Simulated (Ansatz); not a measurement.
HfO2 under changes of volume

One of the cells (10.955 Å³/atom); the others are scaled copies at fixed shape and fractional positions:

```
Hf O
1.0
     5.21946    0.00000    0.00000
     0.00000    5.00476    0.00000
     0.00000    0.00000    5.03269
Hf O
4 8
Direct
  0.96699 0.73252 0.74144
  0.53301 0.73252 0.24144
  0.46699 0.26748 0.74144
  0.03301 0.26748 0.24144
  0.63213 0.92865 0.87927
  0.86787 0.92865 0.37927
  0.23395 0.53988 0.49229
  0.26605 0.53988 0.99229
  0.76605 0.46012 0.99229
  0.73395 0.46012 0.49229
  0.13213 0.07135 0.87927
  0.36787 0.07135 0.37927
```

Measurements of this composition are mostly on another form, of space group No. 14.

```yaml
Program: Ansatz 0.2.0
Functional: PBE
Potentials_or_basis: Ansatz PAW
Cutoff: "420 eV (not typed: the program's choice for these potentials)"
k_mesh: 5 × 6 × 5
Occupations: fermi-dirac, width 0.05 eV
Spin: no spin polarisation
```

```tsv
volume (Å³/atom)	energy over the lowest point (meV/atom)	pressure (GPa)	gap on the mesh (eV)	largest force (eV/Å)
10.298	90.76	29.5	4.69	0.372
10.517	55.47	22.2	4.62	0.279
10.736	?	?	?	?
10.955	12.33	9.8	4.48	0.117
11.175	2.70	4.4	4.41	0.064
11.394	0.00	-0.4	4.35	0.092
11.613	3.63	-4.8	4.28	0.150
```

Q: What does the run at 10.736 Å³/atom give?

A: Energy over the lowest point 29.66 meV/atom; pressure 15.7 GPa; gap on the mesh 4.55 eV; largest force 0.193 eV/Å.

Worked out: A Birch-Murnaghan fit of order 3 (a polynomial in V^(-2/3)) to the other rows has its minimum at 11.37 Å³/atom with B0 = V·E''(V) = 240 GPa and B' = 4.3 at fixed shape and positions, which overstates the stiffness. It gives 29.64 meV/atom at 10.736 Å³/atom, against the run's 29.66, and -dE/dV = 15.7 GPa, against 15.7. A straight line through the other rows of the gap, of slope -3.4 eV per unit of ln V, gives 4.55 eV, against the run's 4.55.

Energies are extrapolated to zero smearing.

Caveats: odd divisions of the mesh miss points on the zone boundary, where band edges often lie, so the gap on the mesh can be too wide; spin-orbit coupling is left out, which moves the levels of the heavy elements.

A mesh can miss the band edges.
